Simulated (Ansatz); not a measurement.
# TaN: energy from the work of forces and stress

```
CELL_PARAMETERS angstrom
5.19600 0.00000 0.00000
-2.59800 4.49987 0.00000
0.00000 0.00000 2.91100
ATOMIC_POSITIONS crystal
Ta 0.33333 0.66667 0.50000
Ta 0.66667 0.33333 0.50000
Ta 0.00000 0.00000 0.00000
N 0.39285 0.00000 0.00000
N 0.60715 0.60715 0.00000
N 0.00000 0.39285 0.00000
```

All numbers below come from Ansatz, DFT PBEsol, scalar-relativistic, plane waves, PAW.

Settings: cutoff 420 eV, Γ-centred mesh 9×9×12 on the computed 6-atom cell, Gaussian smearing of 0.10 eV; no spin polarisation.

At the start the stress (GPa, compression positive, xx yy zz yz xz xy) is -3.36 -3.36 -4.69 0.00 0.00 0.00 and the forces (eV/Å) are Ta1 (0.00, 0.00, 0.00); Ta2 (0.00, 0.00, 0.00); Ta3 (0.00, 0.00, 0.00); N4 (0.02, 0.00, 0.00); N5 (-0.01, -0.01, 0.00); N6 (-0.01, 0.01, 0.00). Each variant moves atoms by u and then strains the cell by ε, so an atom ends at (r + u)(1 + ε); shears are tensor components, each standing twice in ε. The starting volume is 68.06 Å³.

Variant 1: strain (xx yy zz yz xz xy, %) 0.57 0.57 -0.93 0.00 0.00 0.00, moves (Å) N4 (0.205, 0.054, 0.000); N5 (-0.056, -0.205, 0.000); N6 (-0.149, 0.151, 0.000). There the stress is -7.11 -7.11 3.34 0.00 0.00 0.00 GPa and the forces (eV/Å) are Ta1 (0.00, 0.00, 0.00); Ta2 (0.00, 0.00, 0.00); Ta3 (0.00, 0.00, 0.00); N4 (-2.35, -1.86, 0.00); N5 (-0.44, 2.97, 0.00); N6 (2.79, -1.10, 0.00).

Variant 2: strain (xx yy zz yz xz xy, %) 6.54 6.54 -2.46 0.00 0.00 0.00, moves (Å) N4 (-0.085, 0.000, 0.000); N5 (0.042, 0.073, 0.000); N6 (0.042, -0.073, 0.000). There the stress is -37.04 -37.04 -3.89 0.00 0.00 0.00 GPa and the forces (eV/Å) are Ta1 (0.00, 0.00, 0.00); Ta2 (0.00, 0.00, 0.00); Ta3 (0.00, 0.00, 0.00); N4 (0.77, 0.00, 0.00); N5 (-0.39, -0.67, 0.00); N6 (-0.39, 0.67, 0.00).

Variant 3: strain (xx yy zz yz xz xy, %) -1.44 -1.44 -4.44 0.00 0.00 0.00, moves (Å) Ta1 (0.000, 0.000, 0.104); Ta2 (0.000, 0.000, 0.096); Ta3 (0.000, 0.000, 0.030); N4 (-0.024, -0.081, -0.077); N5 (-0.058, 0.061, -0.077); N6 (0.082, 0.019, -0.077). There the stress is 28.00 28.00 43.45 0.00 0.00 0.00 GPa and the forces (eV/Å) are Ta1 (0.00, 0.00, -6.04); Ta2 (0.00, 0.00, -3.56); Ta3 (0.00, 0.00, -0.85); N4 (0.11, 2.52, 3.48); N5 (2.13, -1.35, 3.48); N6 (-2.24, -1.17, 3.48).

Variant 4: strain (xx yy zz yz xz xy, %) 2.96 2.96 -0.04 0.00 0.00 0.00, moves (Å) N4 (0.296, 0.193, 0.000); N5 (0.019, -0.353, 0.000); N6 (-0.315, 0.160, 0.000). There the stress is -11.68 -11.68 1.60 0.00 0.00 0.00 GPa and the forces (eV/Å) are Ta1 (0.00, 0.00, 0.00); Ta2 (0.00, 0.00, 0.00); Ta3 (0.00, 0.00, 0.00); N4 (-2.79, -6.72, 0.00); N5 (-4.43, 5.78, 0.00); N6 (7.22, 0.95, 0.00).

Estimate each change of free energy from forces and stresses by the trapezoid rule along the path (r + tu)(1 + tε), t from 0 to 1, and compare with the computed change.

The derivative of the energy along the path is −F·u(1 + tε) for the atoms and −V σ(1 + tε)⁻¹ : ε for the cell, with F, σ and V taken at t (σ positive in compression; 1 eV/Å³ = 160.2 GPa). Averaging t = 0 and t = 1 gives, in meV per atom:
```tsv
variant	work on atoms	work on cell	sum	computed
1	145.5	3.7	149.3	174.6
2	17.8	185.9	203.7	213.5
3	194.3	82.3	276.6	252.1
4	545.5	32.2	577.7	633.8
```

The rule is exact for a quadratic energy surface and overshoots a term ct³ by c/2, so the difference between the last two columns measures the net anharmonic part along the path (terms of opposite sign can cancel, and the finite basis adds a little): 5 to 15 % here.

Spin–orbit coupling is left out, which can shift energies with elements as heavy as these.